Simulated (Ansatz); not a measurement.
Runs of Ansatz 0.2.0 on Zn. The structure is hexagonal, space group P6_3/mmc (No. 194). Conventional cell: a = 2.670 Å, b = 2.670 Å, c = 4.966 Å, α = 90.00°, β = 90.00°, γ = 120.00°. Zn (site symmetry -6m2) has 12 Zn at 2.67 to 2.92 Å as nearest neighbours. 

| task | level | potentials or basis | spin | cell | k mesh | cutoff (eV) | smearing | driver | delta | conventional | md | temperature | other keys | mesh quality | gap on the mesh (eV) | pressure (GPa) | moment (μB) |
| --- | --- | --- | --- | --- | --- | --- | --- | --- | --- | --- | --- | --- | --- | --- | --- | --- | --- |
| phonons | r2SCAN+D3(BJ) | Ansatz PAW | off | as given | 10 × 10 × 5 | 500 | fermi-dirac 0.15 eV | calculator | 0.01 | - | - | - | - | not flagged | - | -6.9 | - |
| electric field gradients | PBEsol+D4 | as the typed override names | non-collinear, program default start, SOC | as given | 11 × 11 × 6 | 420 | fermi-dirac 0.01 eV | chain | - | - | - | - | hamiltonian.xc = pbesol; hamiltonian.pseudopotentials = kind paw_fr; … | not flagged | none | (b) | 0.00 |
| band structure | BLYP+D4 | JTH PAW | off | volume scaled by 0.88 | 11 × 11 × 6 | 1080 | tetrahedron | chain | - | - | - | - | - | not flagged | none | (a) | - |
| band structure | HSE03 | Ansatz PAW earlier set | off | as given | 8 × 8 × 4 | 660 | gaussian 0.15 eV | chain | - | - | - | - | scf.n_extra_bands = 16; accuracy = medium | not flagged | none | -0.1 | - |
| elastic constants | rPW86-PBE+D3(BJ) | Ansatz PAW | collinear, antiferromagnetic start | as given | 7 × 7 × 4 | 420 | fermi-dirac 0.05 eV | - | - | - | - | - | - | coarse | none | -1.7 | 0.00 |
| relaxation of the atoms | revPBE | Ansatz PAW | off | atoms relaxed from: atoms moved at random, drawn with an rms of 0.02 Å | 9 × 9 × 4 | 420 | fermi-dirac 0.05 eV | chain | - | - | - | - | scf.mixing.preconditioner = ldos; hamiltonian.xc = revpbe | not flagged | - | 1.4 | - |

Question: Fill in the values left out.

Answer: (a) 10.5; (b) -7.5.

Caveats: some runs use coarse meshes; pairwise dispersion overbinds metals, which lowers pressure and volume (some runs); the PAW data sets were made with another functional, which shifts forces and pressure a little (some runs); the thresholds are loose for stress (some runs); the cell is more than 3 GPa from zero pressure, which shifts response properties (some runs); the dispersion damping was fitted for another functional or another form of the correction (some runs); the potentials were made for another functional, which shifts forces and pressure (some runs); with tetrahedron occupations forces and stress needn't match the slope of the energy (some runs).

A gap of «none» marks a metal or a gap under the smearing width.

The runs don't all hold the same shells in valence.

Runs at the PBE level aren't shown here.
